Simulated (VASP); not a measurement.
# BaTiO3 (Pm-3m) in VASP: further runs

The runs below take BaTiO3 through single point, with LDA.

All numbers are computed with VASP 6.6.1; they aren't measurements. Logs are shortened: lines on timing, memory, paths and dates and some standing lists are left out, and cuts for length are marked.

## (1) Starting point

It takes space group Pm-3m (No. 221, cubic). Conventional cell: a = 4.006 Å, b = 4.006 Å, c = 4.006 Å, α = 90.00°, β = 90.00°, γ = 90.00°. Ba (site symmetry m-3m) is surrounded by 12 O at 2.83 Å. Ti (site symmetry m-3m) is surrounded by 6 O at 2.00 Å. O (site symmetry 4/mmm) has 2 Ti at 2.00 Å as nearest neighbours.

## (2) Single point, LDA

The input, INCAR:

```
PREC = Accurate
ENCUT = 400
EDIFF = 1E-7
ISMEAR = 0
SIGMA = 0.05
LREAL = False
LASPH = True
NELM = 100
ALGO = Normal
ISIF = 2
LWAVE = False
LCHARG = False
GGA = CA
ADDGRID = False
```

The input, KPOINTS:

```
Automatic mesh
0
Gamma
  7 7 7
```

The input, POSCAR:

```
BaTiO3
1.0
    4.0060000000      0.0000000000      0.0000000000
    0.0000000000      4.0060000000      0.0000000000
    0.0000000000      0.0000000000      4.0060000000
Ba Ti O
1 1 3
Direct
    0.5000000000      0.5000000000      0.5000000000
    0.0000000000      0.0000000000      0.0000000000
    0.0000000000      0.0000000000      0.5000000000
    0.0000000000      0.5000000000      0.0000000000
    0.5000000000      0.0000000000      0.0000000000
```

Potentials or basis: VASP PAW LDA potentials, release 64 (Ba_sv, Ti_sv, O).

The run is started by

```console
$ cat potpaw_LDA.64/Ba_sv/POTCAR potpaw_LDA.64/Ti_sv/POTCAR potpaw_LDA.64/O/POTCAR > POTCAR
$ mpirun -np 1 vasp_std > vasp.out
```

OUTCAR:

```text
PREC = Accurate
   ENCUT = 400
   EDIFF = 1E-7
   ISMEAR = 0
   LREAL = False
   LASPH = True
   NELM = 100
   ISIF = 2
   GGA = CA

 Found     20 irreducible k-points:

 Following reciprocal coordinates:
            Coordinates               Weight
  0.000000  0.000000  0.000000      1.000000
  0.142857  0.000000  0.000000      6.000000
  0.285714  0.000000  0.000000      6.000000
  0.428571  0.000000  0.000000      6.000000
  0.142857  0.142857  0.000000     12.000000
  0.285714  0.142857  0.000000     24.000000
   k-points           NKPTS =     20   k-points in BZ     NKDIM =     20   number of bands    NBANDS=     24
   number of dos      NEDOS =    301   number of ions     NIONS =      5
   total plane-waves  NPLWV =  21952
   dimension x,y,z NGX =    28 NGY =   28 NGZ =   28
   dimension x,y,z NGXF=    56 NGYF=   56 NGZF=   56
   ions per type =               1   1   3
   NGX,Y,Z   is equivalent  to a cutoff of  11.62, 11.62, 11.62 a.u.
   NGXF,Y,Z  is equivalent  to a cutoff of  23.24, 23.24, 23.24 a.u.
 SYSTEM =  unknown system
   PREC   = accura    normal or accurate (medium, high low for compatibility)
   ISTART =      0    job   : 0-new  1-cont  2-samecut
   ICHARG =      2    charge: 1-file 2-atom 10-const
   ISPIN  =      1    spin polarized calculation?
   LNONCOLLINEAR =      F non collinear calculations
   LSORBIT =      F    spin-orbit coupling
   LASPH  =      T    aspherical Exc in radial PAW
   ENCUT  =  400.0 eV  29.40 Ry    5.42 a.u.   6.53  6.53  6.53*2*pi/ulx,y,z
   NELM   =    100;   NELMIN=  2; NELMDL= -5     # of ELM steps
   EDIFF  = 0.1E-06   stopping-criterion for ELM
   LREAL  =      F    real-space projection
   EDIFFG = 0.1E-05   stopping-criterion for IOM
   NSW    =      0    number of steps for IOM
   IBRION =     -1    ionic relax: 0-MD 1-quasi-New 2-CG
   NFREE  =      0    steps in history (QN), initial steepest desc. (CG)
   ISIF   =      2    stress and relaxation
   ISYM   =      2    0-nonsym 1-usesym 2-fastsym
   POTIM  = 0.5000    time-step for ionic-motion
   TEBEG  =    0.0;   TEEND  =   0.0 temperature during run
   PSTRESS=    0.0 pullay stress
   NELECT =      40.0000    total number of electrons
   NUPDOWN=      -1.0000    fix difference up-down
   EMIN   =  10.00;   EMAX   =-10.00  energy-range for DOS
   EFERMI =   0.00;   METHOD = LEGACY
   ISMEAR =     0;   SIGMA  =   0.05  broadening in eV -4-tet -1-fermi 0-gaus
   EFERMI_NEDOS =   21; number of points for ismear=-14 and -15
   IALGO  =     38    algorithm
   IMIX   =      4    mixing-type and parameters
     AMIX     =   0.40;   BMIX     =  1.00
     AMIX_MAG =   1.60;   BMIX_MAG =  1.00
  volume/ion in A,a.u.               =      12.86        86.77
  Fermi-wavevector in a.u.,A,eV,Ry     =   1.397603  2.641087 26.576187  1.953295
  Thomas-Fermi vector in A             =   2.520843
   LORBIT       =      0    0 simple, 1 ext, 2 COOP (PROOUT), +10 PAW based schemes
   GGA     = CA    functional components
   LHFCALC =     F    Hartree Fock is set to
   AEXX    =    0.0000 exact exchange contribution
   IVDW    =     0    specifies the selected vdW correction
   LEPSILON=     F    determine dielectric tensor
   LRPA    =     F    only Hartree local field effects (RPA)
 non-spin polarized calculation
 Gauss-broadening in eV      SIGMA  =   0.05
  energy-cutoff  :      400.00
  volume of cell :       64.29
 maximum number of plane-waves:      1189
 NGX is ok and might be reduce to    28
   NGX = 13   NGY = 13   NGZ = 13

 number of electron      40.0000033 magnetization

 Free energy of the ion-electron system (eV)
  ---------------------------------------------------
  ext. energy  EPLUGINS =         0.00000000
  ---------------------------------------------------
  free energy    TOTEN  =       -44.15179849 eV

  energy without entropy =      -44.15179849  energy(sigma->0) =      -44.15179849

 E-fermi :   3.6708     XC(G=0): -11.7238

 val. band max:        3.4326468882   @ k =   0.4286   0.4286   0.4286
 cond. band min:       5.1496869840   @ k =   0.0000   0.0000   0.0000
 fundamental gap:      1.7170400958
 Fermi energy:         3.6708112045

 k-point     1 :       0.0000    0.0000    0.0000
  band No.  band energies     occupation
      1     -52.3945      2.00000
      2     -29.0159      2.00000
      3     -29.0159      2.00000
      4     -29.0159      2.00000
      5     -21.1588      2.00000
      6     -13.0763      2.00000
[... 16 lines left out ...]
     23       5.1497      0.00000
     24       7.4187      0.00000

 k-point     2 :       0.1429    0.0000    0.0000
  band No.  band energies     occupation
      1     -52.3942      2.00000
      2     -29.0259      2.00000
      3     -29.0155      2.00000
      4     -29.0155      2.00000
      5     -21.1364      2.00000
      6     -13.0926      2.00000
[... 16 lines left out ...]
     23       5.5680      0.00000
     24       7.4211      0.00000

 k-point     3 :       0.2857    0.0000    0.0000
  band No.  band energies     occupation
      1     -52.3937      2.00000
      2     -29.0485      2.00000
      3     -29.0146      2.00000
      4     -29.0146      2.00000
      5     -21.0850      2.00000
      6     -13.1921      2.00000
[... 16 lines left out ...]
     23       6.3299      0.00000
     24       7.4248      0.00000

 k-point     4 :       0.4286    0.0000    0.0000
  band No.  band energies     occupation
      1     -52.3933      2.00000
      2     -29.0664      2.00000
      3     -29.0138      2.00000
      4     -29.0138      2.00000
      5     -21.0430      2.00000
      6     -13.3108      2.00000
[... 16 lines left out ...]
     23       6.8658      0.00000
     24       7.4272      0.00000

 k-point     5 :       0.1429    0.1429    0.0000
  band No.  band energies     occupation
      1     -52.3939      2.00000
      2     -29.0258      2.00000
      3     -29.0252      2.00000
      4     -29.0151      2.00000
      5     -21.1154      2.00000
      6     -13.0820      2.00000
[... 16 lines left out ...]
     23       5.8010      0.00000
     24       7.6817      0.00000

 k-point     6 :       0.2857    0.1429    0.0000
  band No.  band energies     occupation
      1     -52.3935      2.00000
      2     -29.0479      2.00000
      3     -29.0245      2.00000
      4     -29.0142      2.00000
      5     -21.0674      2.00000
      6     -13.1286      2.00000
[... 16 lines left out ...]
     23       6.3905      0.00000
     24       7.7668      0.00000

 [... further k-points ...]
[... 5 lines left out ...]
  --------------------------------------------------------------------------------------
  -------------------------------------------------------------------------------------
  Total       -4.7848229     -4.7848229     -4.7848229      0.0000000      0.0000000     -0.0000000
  in kB     -119.2459444   -119.2459444   -119.2459444      0.0000000      0.0000000     -0.0000000
  external PRESSURE =    -119.2459444 kB  Pullay stress =       0.0000000 kB

 VOLUME and BASIS-vectors are now :
 -----------------------------------------------------------------------------
  energy-cutoff  :      400.00
  volume of cell :       64.29
      direct lattice vectors                 reciprocal lattice vectors
     4.006000000  0.000000000  0.000000000     0.249625562  0.000000000  0.000000000
     0.000000000  4.006000000  0.000000000     0.000000000  0.249625562  0.000000000
     0.000000000  0.000000000  4.006000000     0.000000000  0.000000000  0.249625562

 POSITION                                       TOTAL-FORCE (eV/Angst)
 -----------------------------------------------------------------------------------
      2.00300      2.00300      2.00300         0.000000      0.000000      0.000000
      0.00000      0.00000      0.00000         0.000000      0.000000      0.000000
      0.00000      0.00000      2.00300         0.000000      0.000000      0.000000
      0.00000      2.00300      0.00000         0.000000      0.000000      0.000000
      2.00300      0.00000      0.00000         0.000000      0.000000      0.000000
 -----------------------------------------------------------------------------------
    total drift:                                0.000000      0.000000     -0.000000

  FREE ENERGIE OF THE ION-ELECTRON SYSTEM (eV)
  ---------------------------------------------------
  free  energy   TOTEN  =       -44.1517984885 eV

  energy  without entropy=      -44.1517984885  energy(sigma->0) =      -44.15179849
```

It took 23 s on 1 thread of AMD EPYC 7R13 (Zen 3), shared host; peak memory 0.12 GiB.

The run converged, but some of its settings lie outside the range that counts as converged, so its numbers aren't taken as properties of the crystal.

Results:

* Free energy: -44.1518 eV
* Band gap on the k mesh: 1.72 eV, indirect (least direct gap 1.80 eV)

Caveat: the cutoff is under 1.25 times the usual one of these potentials, so pressure, stress and relaxed cells hold a basis-set (Pulay) error; spin-orbit coupling is left out, which moves the levels of the heavy elements; an odd mesh through Γ misses points on the zone boundary, where band edges often lie.

## (3) Single point, LDA

INCAR is that of step 2.

KPOINTS is that of step 2.

The input, POSCAR:

```
BaTiO3
1.0
    4.0060000000      0.0000000000      0.0000000000
    0.0000000000      4.0060000000      0.0000000000
    0.0000000000      0.0000000000      4.0060000000
Ba Ti O
1 1 3
Direct
    0.4701120000      0.5031600000      0.5056990000
   -0.0202070000      0.0016430000     -0.0204470000
   -0.0270160000     -0.0188640000      0.5097340000
   -0.0003670000      0.4971430000     -0.0056670000
    0.4958670000     -0.0087980000      0.0064420000
```

Potentials or basis: VASP PAW LDA potentials, release 64 (Ba_sv, Ti_sv, O).

The run is started by

```console
$ cat potpaw_LDA.64/Ba_sv/POTCAR potpaw_LDA.64/Ti_sv/POTCAR potpaw_LDA.64/O/POTCAR > POTCAR
$ mpirun -np 1 vasp_std > vasp.out
```

OUTCAR:

```text
PREC = Accurate
   ENCUT = 400
   EDIFF = 1E-7
   ISMEAR = 0
   LREAL = False
   LASPH = True
   NELM = 100
   ISIF = 2
   GGA = CA

 Found    172 irreducible k-points:

 Following reciprocal coordinates:
            Coordinates               Weight
  0.000000  0.000000  0.000000      1.000000
  0.142857  0.000000  0.000000      2.000000
  0.000000  0.142857  0.000000      2.000000
  0.000000  0.000000  0.142857      2.000000
  0.285714  0.000000  0.000000      2.000000
  0.000000  0.285714  0.000000      2.000000
[... 244 lines left out ...]
  -------------------------------------------------------------------------------------
  Total       -4.3256352     -4.5837095     -3.7096368     -0.0905676     -0.1128768     -0.1443184
  in kB     -107.8022032   -114.2338550    -92.4504723     -2.2570978     -2.8130824     -3.5966602
  external PRESSURE =    -104.8288435 kB  Pullay stress =       0.0000000 kB

 VOLUME and BASIS-vectors are now :
 -----------------------------------------------------------------------------
  energy-cutoff  :      400.00
  volume of cell :       64.29
      direct lattice vectors                 reciprocal lattice vectors
     4.006000000  0.000000000  0.000000000     0.249625562  0.000000000  0.000000000
     0.000000000  4.006000000  0.000000000     0.000000000  0.249625562  0.000000000
     0.000000000  0.000000000  4.006000000     0.000000000  0.000000000  0.249625562

 POSITION                                       TOTAL-FORCE (eV/Angst)
 -----------------------------------------------------------------------------------
      1.88327      2.01566      2.02583         0.356433     -0.143829     -0.372718
      3.92505      0.00658      3.92409        -0.424470      0.008810      0.031003
      3.89777      3.93043      2.04199         0.356024      0.390798      0.164634
      4.00453      1.99155      3.98330        -0.166010     -0.453841      0.208848
      1.98644      3.97076      0.02581        -0.121978      0.198062     -0.031767
 -----------------------------------------------------------------------------------
    total drift:                                0.000071      0.000276      0.000427

  FREE ENERGIE OF THE ION-ELECTRON SYSTEM (eV)
  ---------------------------------------------------
  free  energy   TOTEN  =       -44.1173988523 eV

  energy  without entropy=      -44.1173988523  energy(sigma->0) =      -44.11739885
```

OSZICAR:

```text
N       E                     dE             d eps       ncg     rms          rms(c)
DAV:   1     0.385796135901E+03    0.38580E+03   -0.17626E+04  8272   0.148E+03
DAV:   2    -0.197253798890E+02   -0.40552E+03   -0.39788E+03 10576   0.434E+02
DAV:   3    -0.532284817461E+02   -0.33503E+02   -0.33084E+02 10344   0.129E+02
DAV:   4    -0.545751622364E+02   -0.13467E+01   -0.13460E+01 12344   0.242E+01
DAV:   5    -0.546139166674E+02   -0.38754E-01   -0.38752E-01 11184   0.340E+00    0.226E+01
DAV:   6    -0.444377778896E+02    0.10176E+02   -0.72429E+01 13160   0.763E+01    0.102E+01
DAV:   7    -0.443423525938E+02    0.95425E-01   -0.12498E+01 10352   0.261E+01    0.655E+00
DAV:   8    -0.441245124197E+02    0.21784E+00   -0.11365E+00 11240   0.103E+01    0.264E+00
DAV:   9    -0.441342970723E+02   -0.97847E-02   -0.22332E-01 10960   0.330E+00    0.117E+00
DAV:  10    -0.441178840231E+02    0.16413E-01   -0.94252E-02 10800   0.326E+00    0.299E-01
DAV:  11    -0.441174511060E+02    0.43292E-03   -0.45250E-03 11976   0.493E-01    0.529E-02
DAV:  12    -0.441174266924E+02    0.24414E-04   -0.21842E-04 10280   0.128E-01    0.315E-02
DAV:  13    -0.441173988311E+02    0.27861E-04   -0.14359E-04 10840   0.130E-01    0.876E-03
DAV:  14    -0.441173989553E+02   -0.12423E-06   -0.19318E-05 11080   0.292E-02    0.401E-03
DAV:  15    -0.441173989348E+02    0.20525E-07   -0.22081E-06 11272   0.957E-03    0.361E-03
DAV:  16    -0.441173989387E+02   -0.39190E-08   -0.10068E-06  9648   0.724E-03    0.249E-03
DAV:  17    -0.441173988523E+02    0.86462E-07   -0.57277E-07  9264   0.740E-03
   1 F= -.44117399E+02 E0= -.44117399E+02  d E =-.349403E-18
```

stdout:

```text
POSCAR found type information on POSCAR BaTiO
 POSCAR found :  3 types and       5 ions
 scaLAPACK will be used
 LDA part: xc-table for (Slater(with rela. corr.)+CA(PZ))
 , standard interpolation
 POSCAR, INCAR and KPOINTS ok, starting setup
 FFT: planning ... GRIDC
 FFT: planning ... GRID_SOFT
 FFT: planning ... GRID
 WAVECAR not read
 entering main loop
```

Wall time 3.6 min (1 thread of AMD EPYC 7R13 (Zen 3), shared host); peak memory 0.25 GiB.

The run converged, but some of its settings lie outside the range that counts as converged, so its numbers aren't taken as properties of the crystal.

Results:

| Quantity | Value |
| --- | --- |
| Free energy | -44.1174 eV |
| Largest force | 0.554 eV/Å |
| Band gap on the k mesh | 1.90 eV, indirect (least direct gap 2.10 eV) |

Caveat: the cutoff is under 1.25 times the usual one of these potentials, so pressure, stress and relaxed cells hold a basis-set (Pulay) error; spin-orbit coupling is left out, which moves the levels of the heavy elements; an odd mesh through Γ misses points on the zone boundary, where band edges often lie.

## (4) Single point, LDA

Changes to INCAR since step 3:

```diff
@@ -1,3 +1,3 @@
 PREC = Accurate
-ENCUT = 400
+ENCUT = 460
 EDIFF = 1E-7
```

KPOINTS is that of step 3.

The input, POSCAR:

```
BaTiO3
1.0
    4.0060000000      0.0000000000      0.0000000000
    0.0000000000      4.0060000000      0.0000000000
    0.0000000000      0.0000000000      4.0060000000
Ba Ti O
1 1 3
Direct
    0.5000000000      0.5000000000      0.5000000000
    0.0000000000      0.0000000000      0.0000000000
    0.0000000000      0.0000000000      0.5000000000
    0.0000000000      0.5000000000      0.0000000000
    0.5000000000      0.0000000000      0.0000000000
```

The run is started by

```console
$ cat potpaw_LDA.64/Ba_sv/POTCAR potpaw_LDA.64/Ti_sv/POTCAR potpaw_LDA.64/O/POTCAR > POTCAR
$ mpirun -np 1 vasp_std > vasp.out
```

It took 33 s on 1 thread of AMD EPYC 7R13 (Zen 3), shared host; peak memory 0.12 GiB.

These settings aren't checked as converged: the numbers below hold their error.

What came out:

```yaml
Free_energy: -44.1068 eV
Pressure: -8.0 GPa
Band_gap_on_the_k_mesh: 1.71 eV, indirect (least direct gap 1.80 eV)
```

Caveat: the cutoff is under 1.25 times the usual one of these potentials, so pressure, stress and relaxed cells hold a basis-set (Pulay) error; spin-orbit coupling is left out, which moves the levels of the heavy elements; an odd mesh through Γ misses points on the zone boundary, where band edges often lie.

## (5) Single point, LDA

INCAR is that of step 4.

KPOINTS is that of step 4.

The input, POSCAR:

```
BaTiO3
1.0
    4.0060000000      0.0000000000      0.0000000000
    0.0000000000      4.0060000000      0.0000000000
    0.0000000000      0.0000000000      4.0060000000
Ba Ti O
1 1 3
Direct
    0.4701120000      0.5031600000      0.5056990000
   -0.0202070000      0.0016430000     -0.0204470000
   -0.0270160000     -0.0188640000      0.5097340000
   -0.0003670000      0.4971430000     -0.0056670000
    0.4958670000     -0.0087980000      0.0064420000
```

The run is started by

```console
$ cat potpaw_LDA.64/Ba_sv/POTCAR potpaw_LDA.64/Ti_sv/POTCAR potpaw_LDA.64/O/POTCAR > POTCAR
$ mpirun -np 1 vasp_std > vasp.out
```

It took 3.2 min on 1 thread of AMD EPYC 7R13 (Zen 3), shared host; peak memory 0.29 GiB.

The run converged, but some of its settings lie outside the range that counts as converged, so its numbers aren't taken as properties of the crystal.

What came out:

- Free energy: -44.0717 eV
- Pressure: -6.6 GPa
- Largest force: 0.543 eV/Å
- Band gap on the k mesh: 1.90 eV, indirect (least direct gap 2.10 eV)

Caveat: the cutoff is under 1.25 times the usual one of these potentials, so pressure, stress and relaxed cells hold a basis-set (Pulay) error; spin-orbit coupling is left out, which moves the levels of the heavy elements; an odd mesh through Γ misses points on the zone boundary, where band edges often lie.

## (6) Single point, LDA

Changes to INCAR since step 5:

```diff
@@ -3,3 +3,3 @@
 EDIFF = 1E-7
-ISMEAR = 0
+ISMEAR = -5
 SIGMA = 0.05
```

KPOINTS is that of step 5.

The input, POSCAR:

```
BaTiO3
1.0
    4.0060000000      0.0000000000      0.0000000000
    0.0000000000      4.0060000000      0.0000000000
    0.0000000000      0.0000000000      4.0060000000
Ba Ti O
1 1 3
Direct
    0.5000000000      0.5000000000      0.5000000000
    0.0000000000      0.0000000000      0.0000000000
    0.0000000000      0.0000000000      0.5000000000
    0.0000000000      0.5000000000      0.0000000000
    0.5000000000      0.0000000000      0.0000000000
```

Potentials or basis: VASP PAW LDA potentials, release 64 (Ba_sv, Ti_sv, O).

The run is started by

```console
$ cat potpaw_LDA.64/Ba_sv/POTCAR potpaw_LDA.64/Ti_sv/POTCAR potpaw_LDA.64/O/POTCAR > POTCAR
$ mpirun -np 1 vasp_std > vasp.out
```

It took 23 s on 1 thread of AMD EPYC 7R13 (Zen 3), shared host; peak memory 0.13 GiB.

These settings aren't checked as converged: the numbers below hold their error.

What came out:

```yaml
Free_energy: -44.1068 eV
Pressure: -8.0 GPa
Band_gap_on_the_k_mesh: 1.71 eV, indirect (least direct gap 1.80 eV)
```

Caveat: the cutoff is under 1.25 times the usual one of these potentials, so pressure, stress and relaxed cells hold a basis-set (Pulay) error; spin-orbit coupling is left out, which moves the levels of the heavy elements; an odd mesh through Γ misses points on the zone boundary, where band edges often lie.
